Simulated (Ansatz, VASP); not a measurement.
## BaS in VASP and in Ansatz

```
Ba S
1.0
     0.00000    3.21439    3.21439
     3.21439    0.00000    3.21439
     3.21439    3.21439    0.00000
Ba S
1 1
Direct
  0.00000 0.00000 0.00000
  0.50000 0.50000 0.50000
```

Alike in both runs: task single point; functional PBE; k mesh 8 × 8 × 8; occupations gaussian, width 0.02 eV; non-collinear spin, spin-orbit coupling.

|  | VASP | Ansatz |
| --- | --- | --- |
| version | VASP 6.6.1 | Ansatz 0.2.0 |
| potentials or method | VASP PAW PBE potentials, release 64 (Ba_sv, S) | plane waves, PAW |
| plane-wave cutoff (eV) | 520 | 420 |
| valence electrons in the cell | 16 | 16 |

```tsv
	VASP	Ansatz	Ansatz less VASP
gap on the k mesh at the Fermi level (eV)	2.09	2.19	+0.101
least direct gap on the mesh (eV)	2.20	2.27	+0.073
net moment per atom (μB)	0.00	0.00	0.000
```
